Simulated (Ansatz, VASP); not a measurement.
Given: the input of a run of Ansatz 0.2.0 on ZrC. Atoms were shifted at random by some hundredths of an Å from the given cell, which wasn't relaxed again for these runs. The cell comes from a database or a generator and needn't be the stable form of this composition.

File input.yaml:

```yaml
crystal:
  lattice:
    - [0.0, 2.54552, 2.54552]
    - [2.54552, 0.0, 2.54552]
    - [2.54552, 2.54552, 0.0]
  atoms:
    - { symbol: Zr, position: [0.504303, 0.505182, 0.482356] }
    - { symbol: C, position: [0.741876, 0.752494, 0.754418] }
hamiltonian:
  xc: pbe
  pseudopotentials: { kind: paw, azcp: { folder: soft_1 } }
kpoints:
  mp_grid: { grid: [9, 9, 9] }
scf:
  occupations: { method: fermi_dirac, width: 0.05 }
output:
  forces: true
  stress: true
  eigenvalues: true
```

Potentials or basis: Ansatz PAW soft_1.

Run with:

```sh
$ ansatz run input.yaml --threads 1 --pin off --max-ram 3584MiB --backend cpu --events-out ev --progress --plain --runs-dir out
```

Q: Set up the same calculation for VASP 6.6.1. Potentials or basis there: PBE PAW files C, Zr_sv, 520 eV.

A: As run (cutoffs and basis follow the program's own potentials, and thresholds, step limits or extra output files can differ):

File INCAR:

```
ALGO     = Normal         # electronic algorithm
EDIFF    = 1E-7           # SCF threshold, eV
ENCUT    = 520            # plane-wave cutoff, eV
GGA      = PE             # functional
ISIF     = 2              # what is computed and relaxed
ISMEAR   = -1             # smearing method
LASPH    = T              # aspherical terms in the spheres
LCHARG   = F              # write CHGCAR
LREAL    = F              # projectors in reciprocal space
LWAVE    = F              # write WAVECAR
NBANDS   = 15             # bands
NELM     = 60             # most SCF steps
PREC     = Accurate       # precision mode
SIGMA    = 0.05           # smearing width, eV
```

KPOINTS

```
k-points
0
Gamma
  9 9 9
```

Contents of POSCAR:

```
ZrC
1.0
    0.0000000000      2.5455200000      2.5455200000
    2.5455200000      0.0000000000      2.5455200000
    2.5455200000      2.5455200000      0.0000000000
Zr C
1 1
Direct
    0.5043030000      0.5051820000      0.4823560000
    0.7418760000      0.7524940000      0.7544180000
```

Potentials or basis: VASP PAW PBE potentials, release 64 (Zr_sv, C).

Command:

```console
$ cat potpaw_PBE.64/Zr_sv/POTCAR potpaw_PBE.64/C/POTCAR > POTCAR
$ mpirun -np 1 vasp_std > vasp.out
```

Both were run:

|  | Ansatz | VASP |
| --- | --- | --- |
| Pressure | 0.3 GPa | 0.4 GPa |
| Largest force | 0.757 eV/Å | 0.764 eV/Å |

Ansatz's pressure holds a Pulay term of +0.09 GPa for its cutoff of 420 eV, which the other run lacks.

Where Ansatz's input types no cutoff or centring, it takes its own default and a Γ-centred mesh.

Pressure is positive in compression.
